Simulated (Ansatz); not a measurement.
CuO under changes of volume

One of the cells (11.053 Å³/atom); the others are scaled copies at fixed shape and fractional positions:

```
CELL_PARAMETERS angstrom
1.99097 -2.15355 0.00000
1.99097 2.15355 0.00000
0.00000 0.00000 5.15593
ATOMIC_POSITIONS crystal
Cu 0.50000 0.00000 0.00000
Cu 0.00000 0.50000 0.50000
O 0.50000 0.50000 0.25000
O 0.50000 0.50000 0.75000
```

Measurements of this composition are mostly on another form, of space group No. 15.

| Quantity | Value |
| --- | --- |
| Program | Ansatz 0.2.0 |
| Functional | LDA |
| Potentials or basis | Ansatz PAW |
| Cutoff | 420 eV (not typed: the program's choice for these potentials) |
| k mesh | 9 × 9 × 5 |
| Occupations | fermi-dirac, width 0.05 eV |
| Spin | no spin polarisation |

```csv
volume (Å³/atom),energy over the lowest point (meV/atom),pressure (GPa)
10.390,0.00,-2.4
10.611,5.93,-6.1
10.832,?,?
11.053,31.55,-12.2
11.274,50.21,-14.7
11.496,72.13,-17.0
11.717,97.00,-18.9
```

Question: What does the run at 10.832 Å³/atom give?

Answer: Energy over the lowest point 16.64 meV/atom; pressure -9.3 GPa.

Worked out: A Birch-Murnaghan fit of order 3 (a polynomial in V^(-2/3)) to the other rows has its minimum at 10.26 Å³/atom, just outside them, with B0 = V·E''(V) = 195 GPa and B' = 4.7 at fixed shape and positions, which overstates the stiffness. It gives 16.65 meV/atom at 10.832 Å³/atom, against the run's 16.64, and -dE/dV = -9.3 GPa, against -9.3.

Energies are extrapolated to zero smearing.

Caveats: the run has no spin polarisation, though such a crystal can be magnetic; the PAW data sets come from PBE, with cores solved anew for the run's functional, which leaves a small shift of forces and pressure.
